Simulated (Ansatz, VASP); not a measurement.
# Re: VASP beside Ansatz

```xyz
1
Lattice="2.6475 0.0000 0.0000 0.0000 2.6475 0.0000 0.0000 0.0000 2.6475" Properties=species:S:1:pos:R:3 pbc="T T T"
Re    0.0000    0.0000    0.0000
```

Alike in both runs: task single point; functional PBE; k mesh 14 × 14 × 14; occupations fermi-dirac, width 0.1 eV; no spin polarisation.

```csv
,VASP,Ansatz
version,VASP 6.6.1,Ansatz 0.2.0
potentials or method,"VASP PAW PBE potentials, release 64 (Re)","plane waves (420 eV) with PAW, scalar-relativistic"
plane-wave cutoff (eV),520,420
valence electrons in the cell,7,15
```

VASP gave:

```
pressure (GPa) : -18.2
```

Problem. Estimate Ansatz's values.

Solution. Pressure (GPa): -17.3.

With one functional, cell and mesh, what is left measures potentials, basis and numerics. The two sets of potentials don't hold the same shells in valence.

Caveats: so large a pressure means that the cell lies far from this level's equilibrium, or that cutoff or potentials fall short (VASP). Spin-orbit coupling is left out, which matters for the levels of Re.
